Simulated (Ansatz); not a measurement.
# C: the cost of one run

Computed with Ansatz 0.2.0 (DFT PBE+D3(BJ), scalar-relativistic, plane waves, PAW, unless a step's input says otherwise).

3 further runs of the same task are left out: 2 that didn't finish, 1 set aside as unsound or not needed.

## (1) The starting structure

It takes space group Fmmm (No. 69, orthorhombic). The conventional cell has a = 2.466 Å, b = 4.268 Å, c = 6.799 Å, α = 90.00°, β = 90.00°, γ = 90.00°. C (site symmetry m2m) is surrounded by 3 C at 1.42 Å.

Coordinates:

```cif
data_structure
_symmetry_space_group_name_H-M 'Fmmm'
_symmetry_Int_Tables_number 69
_cell_length_a 2.4655
_cell_length_b 4.2683
_cell_length_c 6.7990
_cell_angle_alpha 90.000
_cell_angle_beta 90.000
_cell_angle_gamma 90.000
_cell_volume 71.55
loop_
_atom_site_label
_atom_site_type_symbol
_atom_site_symmetry_multiplicity
_atom_site_Wyckoff_symbol
_atom_site_fract_x
_atom_site_fract_y
_atom_site_fract_z
_atom_site_occupancy
C1 C 8 h 0.50000 0.66669 0.50000 1
```

It goes back to an entry of the Materials Project, which need not be the stable form.

It is the result of an earlier relaxation at this level (volume 8.94 Å³/atom; gap on the mesh: none (metal)).

## (2) Volume × 0.97

File input.yaml:

```yaml
crystal:
  lattice:
    - [1.2203159352, -2.1125876138, 0.0]
    - [1.2203159352, 2.1125876138, 0.0]
    - [0.0, 0.0, 6.7303024529]
  atoms:
    - { symbol: C, position: [0.0833101795, 0.9166898205, 0.7499969872] }
    - { symbol: C, position: [0.5833101795, 0.4166898205, 0.2500030128] }
    - { symbol: C, position: [0.9166898205, 0.0833101795, 0.2500030128] }
    - { symbol: C, position: [0.4166898205, 0.5833101795, 0.7499969872] }
basis:
  ecutwfc: 420
kpoints:
  mp_grid: { grid: [18, 18, 6] }
hamiltonian:
  xc: pbe
  dispersion: d3bj
scf:
  occupations: { method: gaussian, width: 0.1 }
output:
  forces: true
  stress: true
  eigenvalues: true
  write_density: true
  write_potential: true
  elf: true
  volumetric_format: npy
relax:
  adjacent_minimum: "off"
  f_tol: 0.01
  max_steps: 30
  cell: { stress_tol: 0.1, fix: [volume] }
```

Run with:

```
$ ansatz run input.yaml --threads 1 --pin off --max-ram 2560MiB --backend cpu --events-out ev --progress --plain --runs-dir out
```

Q: Estimate wall time and peak memory on 1 thread of AMD EPYC (Zen 3), shared host.

About 80 s, with a peak of 0.46 GiB.
